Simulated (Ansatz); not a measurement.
The system is Pt.

```
Pt
1.0
     2.76067    0.00000    0.00000
    -1.38033    2.39081    0.00000
     0.00000    0.00000    4.79213
Pt
2
Direct
  0.33333 0.66667 0.25000
  0.66667 0.33333 0.75000
```

This isn't the form of Pt at room conditions, which is fcc.

- Program: Ansatz 0.2.0
- Task: relaxation of cell and atoms
- Functional: HSEsol
- Potentials or basis: Ansatz PAW
- Cutoff: 420 eV (not typed: the program's choice for these potentials)
- k mesh: 6 × 6 × 3
- Occupations: fermi-dirac, width 0.05 eV
- Spin: no spin polarisation

At the start: volume 15.81 Å³/atom.

Q: How do energy, volume and symmetry change on relaxing?

A: It ends after 5 steps and the volume is 14.82 Å³/atom (-6.3 %); space group P6_3/mmc (No. 194, to 0.05 Å).

The path:
| step | energy change (eV) | largest force (eV/Å) | volume (Å³) |
| --- | --- | --- | --- |
| 1 | 0.0000 | 0.0000 | 31.63 |
| 2 | -0.1068 | 0.0000 | 29.97 |
| 3 | -0.1102 | 0.0000 | 29.65 |
| 4 | -0.1102 | 0.0000 | 29.65 |
| 5 | -0.1093 | 0.0000 | 29.65 |

Final structure:
```yaml
crystal:
  lattice:
    - [2.70202, 0.00000, 0.00000]
    - [-1.35101, 2.34002, 0.00000]
    - [0.00000, 0.00000, 4.68862]
  atoms:
    - { symbol: Pt, position: [0.33333, 0.66667, 0.25000] }
    - { symbol: Pt, position: [0.66667, 0.33333, 0.75000] }
```

Caveat: the k mesh is coarse (spacing up to 0.44 Å⁻¹), so the values aren't converged, least of all with exact exchange; the plane-wave basis is chosen anew once the cell has moved, so the energies of steps on either side of that aren't comparable; the PAW data sets come from PBE, with cores solved anew for the run's functional, which leaves a small shift of forces and pressure.
